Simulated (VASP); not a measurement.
Set up this calculation in VASP 6.6.1, as the native input.

| Property | Result |
| --- | --- |
| Task | chemical shielding |
| Functional | PBE |
| Potentials or basis | VASP PAW PBE potentials, release 64 (N, B) |
| Cutoff | 520 eV |
| k mesh | 9 × 9 × 3 |
| Occupations | gaussian, width 0.02 eV |
| Spin | no spin polarisation |
| Further INCAR settings | ALGO = Normal; EDIFF = 1e-08 |

The structure of BN lies in POSCAR:

```
BN
1.0
    2.4982400000      0.0000000000      0.0000000000
   -1.2491200000      2.1635393048      0.0000000000
    0.0000000000      0.0000000000      6.6357000000
N B
2 2
Direct
    0.6666666667      0.3333333333      0.2500000000
    0.3333333333      0.6666666667      0.7500000000
    0.6666666667      0.3333333333      0.7500000000
    0.3333333333      0.6666666667      0.2500000000
```

These files were run (other wordings do the same):

INCAR

```
SYSTEM = BN
ALGO = Normal
DQ = 0.001
EDIFF = 1E-8
ENCUT = 520
GGA = PE
ICHIBARE = 1
ISIF = 2
ISMEAR = 0
LASPH = .True.
LCHARG = .False.
LCHIMAG = .True.
LNMR_SYM_RED = .True.
LREAL = .False.
LWAVE = .False.
NELM = 60
PREC = Accurate
SIGMA = 0.02
```

KPOINTS

```
k-points
0
Gamma
  9 9 3
  0 0 0
```

Potentials or basis: VASP PAW PBE potentials, release 64 (N, B).

Command:

```console
$ cat potpaw_PBE.64/N/POTCAR potpaw_PBE.64/B/POTCAR > POTCAR
$ mpirun -np 1 vasp_std > vasp.out
```

Wall time 4.6 min on 1 thread of Intel(R) Xeon(R) Platinum 8488C (Sapphire Rapids) (shared host), peak memory 0.24 GiB.
